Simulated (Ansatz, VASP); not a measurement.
BN: programs and potentials compared

The starting cell:

```
N B
1.0
     0.00000    1.81300    1.81300
     1.81300    0.00000    1.81300
     1.81300    1.81300    0.00000
N B
1 1
Direct
  0.25000 0.25000 0.25000
  0.00000 0.00000 0.00000
```

The cell is a database's computed one, not the measured one.

Alike in all runs: task relaxation of cell and atoms; functional PBE; k mesh 13 × 13 × 13; occupations fermi-dirac, width 0.05 eV; no spin polarisation; no spin-orbit coupling.

```
                        program and potentials  plane-wave cutoff (eV)  notes  equilibrium volume (Å³/atom)
                            Ansatz, Ansatz PAW                     420      -                          5.95
  VASP, PBE PAW files B, N, release 54, 600 eV                     600      -                          5.95
        VASP, PBE PAW files B_GW, N_GW, 680 eV                     680      -                          5.95
Ansatz, all-electron LAPW, scalar-relativistic                       -      -                          5.95
  VASP, PBE PAW files B, N, release 54, 580 eV                     580      -                          5.95
```

All agree on the equilibrium volume. Relaxations stop with a little pressure left, so the last digit of a volume isn't settled.

The functional is the same throughout but for its coding, so the spread measures potentials, basis and numerics; runs on potential files found faulty are left out.
